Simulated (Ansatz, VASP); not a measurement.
## Sr in VASP and in Ansatz

Contents of INCAR:

```
SYSTEM = Sr
PREC = Accurate
ENCUT = 600
EDIFF = 1E-7
ISMEAR = 1
SIGMA = 0.05
LREAL = .False.
LASPH = .True.
NELM = 100
ALGO = Fast
ISIF = 3
LWAVE = .False.
LCHARG = .False.
GGA = PE
IBRION = 2
NSW = 80
EDIFFG = -0.01
```

KPOINTS

```
Automatic mesh
0
Gamma
  7 7 7
  0 0 0
```

Contents of POSCAR:

```
Sr
1.0
    4.2175440000      0.0000000000      0.0000000000
   -1.4058479560      3.9763386320      0.0000000000
   -1.4058479560     -1.9881692226      3.4436103233
Sr
1
Direct
    0.0000000000      0.0000000000      0.0000000000
```

Input for Ansatz:

```yaml
crystal:
  lattice:
    - [4.217544, 0.0, 0.0]
    - [-1.405847955966218, 3.9763386320384746, 0.0]
    - [-1.405847955966218, -1.988169222609481, 3.443610323324929]
  atoms:
    - { symbol: Sr, position: [0.0, 0.0, 0.0] }
basis:
  ecutwfc: 571.4391111657479
kpoints:
  mp_grid:
    grid: [7, 7, 7]
hamiltonian:
  xc: pbe
  pseudopotentials:
    kind: paw
scf:
  occupations:
    method: cold
    width: 0.05
relax:
  cell: {}
```

This isn't the form of Sr at room conditions, which is fcc.

Alike in both runs: task relaxation of cell and atoms; functional PBE; k mesh 7 × 7 × 7; no spin polarisation.

|  | VASP | Ansatz |
| --- | --- | --- |
| version | VASP 6.6.1 | Ansatz 0.2.0 |
| potentials or method | VASP PAW PBE potentials, release 64 (Sr_sv) | plane waves, PAW |
| plane-wave cutoff (eV) | 600 | 571 |
| occupations | methfessel-paxton of order 1, width 0.05 eV | cold, width 0.05 eV |
| valence electrons in the cell | 10 | 10 |

Ansatz gave:

| Quantity | Value |
| --- | --- |
| relaxed volume (Å³/atom) | 53.60 |
| relaxed cell length with the largest relative difference (Å) | 4.114 |
| energy change over the relaxation (meV/atom) | -11 |

**Question.** Estimate VASP's values.

**Answer.** Relaxed volume (Å³/atom): 53.56; relaxed cell length with the largest relative difference (Å): 4.113; energy change over the relaxation (meV/atom): -12.
